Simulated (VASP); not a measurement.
Input of a VASP 6.6.1 run:

File INCAR:

```
SYSTEM = Mg
PREC     = Accurate       ! precision mode
ENCUT    = 600            ! plane-wave cutoff, eV
EDIFF    = 1E-6           ! SCF threshold, eV
ISMEAR   = 1              ! smearing method
SIGMA    = 0.1            ! smearing width, eV
LREAL    = .FALSE.        ! projectors in reciprocal space
LASPH    = .TRUE.         ! aspherical terms in the spheres
NELM     = 100            ! most SCF steps
ALGO     = Normal         ! electronic algorithm
ISIF     = 3              ! what is computed and relaxed
LWAVE    = .FALSE.        ! write WAVECAR
LCHARG   = .FALSE.        ! write CHGCAR
METAGGA  = RTPSS          ! meta-GGA
LMIXTAU  = .TRUE.       
IBRION   = 2              ! ionic algorithm
NSW      = 60             ! ionic steps
EDIFFG   = -0.01          ! ionic threshold
```

The input KPOINTS:

```
Automatic mesh
0
G
  10 10 10
  0 0 0
```

POSCAR

```
Mg
1.0
    0.0000000000      2.2442560000      2.2442560000
    2.2442560000      0.0000000000      2.2442560000
    2.2442560000      2.2442560000      0.0000000000
Mg
1
Direct
    0.0000000000      0.0000000000      0.0000000000
```

Potentials or basis: VASP PAW PBE potentials, release 64 (Mg).

Command:

```console
$ cat potpaw_PBE.64/Mg/POTCAR > POTCAR
$ mpirun -np 1 vasp_std > vasp.out
```

Problem. What does it give for the relaxed volume?

Solution. 22.74 Å³/atom.

Problem. Predict the space group after relaxing (to 0.05 Å).

Solution. Fm-3m (No. 225).

Final structure:
```cif
data_structure
_symmetry_space_group_name_H-M 'P 1'
_symmetry_Int_Tables_number 1
_cell_length_a 3.1800
_cell_length_b 3.1800
_cell_length_c 3.1800
_cell_angle_alpha 60.000
_cell_angle_beta 60.000
_cell_angle_gamma 60.000
_cell_volume 22.74
loop_
_atom_site_label
_atom_site_type_symbol
_atom_site_fract_x
_atom_site_fract_y
_atom_site_fract_z
_atom_site_occupancy
Mg1 Mg 0.00000 0.00000 0.00000 1
```

Caveat: the PAW data sets were made with another functional, which shifts forces and pressure a little.
